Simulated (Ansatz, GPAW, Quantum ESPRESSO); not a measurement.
## Nb: programs and potentials compared

```
Nb
1.0
     0.00000    2.11500    2.11500
     2.11500    0.00000    2.11500
     2.11500    2.11500    0.00000
Nb
1
Direct
  0.00000 0.00000 0.00000
```

This isn't the form of Nb at room conditions, which is bcc.

Alike in all runs: task band structure; functional PBEsol; k mesh 11 × 11 × 11; occupations fermi-dirac, width 0.05 eV; no spin polarisation; no spin-orbit coupling. Pressure is positive in compression and, in plane waves, holds the error of the finite cutoff, which Ansatz's Pulay term estimates and takes out.

```json
{"program and potentials": "GPAW, PAW data sets generated for this functional", "plane-wave cutoff (eV)": "600", "notes": "-", "pressure (GPa)": "-7.99"}
{"program and potentials": "Quantum ESPRESSO, GBRV 1.5 PBEsol", "plane-wave cutoff (eV)": "612", "notes": "-", "pressure (GPa)": "-7.87"}
{"program and potentials": "Ansatz, all-electron LAPW, scalar-relativistic", "plane-wave cutoff (eV)": "-", "notes": "-", "pressure (GPa)": "-7.39"}
{"program and potentials": "Ansatz, PAW datasets made for the crystal", "plane-wave cutoff (eV)": "240", "notes": "-", "pressure (GPa)": "-7.39"}
```

The pressure spans -7.99 (GPAW, PAW data sets generated for this functional) to -7.39 GPa (Ansatz, PAW datasets made for the crystal), with all-electron results at -7.39.

Differences between rows come from potentials, basis sets and numerical settings, since the functional is the same but for its coding. Runs on potential files found faulty are left out.
